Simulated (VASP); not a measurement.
Here is a VASP 6.6.1 calculation.

INCAR

```
SYSTEM = BP
PREC = Accurate ; ENCUT = 600
EDIFF = 1E-7 ; ISMEAR = 0
SIGMA = 0.03 ; LREAL = .False.
LASPH = .True. ; NELM = 80
ALGO = Normal ; ISIF = 3
LWAVE = .False. ; LCHARG = .False.
GGA = PE ; IVDW = 12
IBRION = 2 ; NSW = 90
EDIFFG = -0.005
```

KPOINTS

```
Automatic mesh
0
Gamma
  10 10 10
  0 0 0
```

File POSCAR:

```
BP                                      
1.0
   -0.0000000000      2.2526488425      2.2526488425
    2.2526488425      0.0000000000      2.2526488425
    2.2526488425      2.2526488425     -0.0000000000
  B               P             
     1     1
Direct
     0.0000000000000000    0.0000000000000000    0.0000000000000000
     0.2500000000000000    0.2500000000000000    0.2500000000000000
```

Potentials or basis: VASP PAW PBE potentials, release 64 (B, P).

Run with:

```sh
$ cat potpaw_PBE.64/B/POTCAR potpaw_PBE.64/P/POTCAR > POTCAR
$ mpirun -np 1 vasp_std > vasp.out
```

Question: What does it give for the dispersion energy per atom?

Answer: -0.331 eV.

Question: Estimate the band gap on the k mesh.

Answer: 1.21 eV, indirect (least direct gap 3.43 eV).

Final structure:
```
B P
1.0
     0.00000    2.25265    2.25265
     2.25265    0.00000    2.25265
     2.25265    2.25265    0.00000
B P
1 1
Direct
  0.00000 0.00000 0.00000
  0.25000 0.25000 0.25000
```

Caveat: the relaxation stopped at its first step, so nothing moved. A k mesh can miss the band edges.
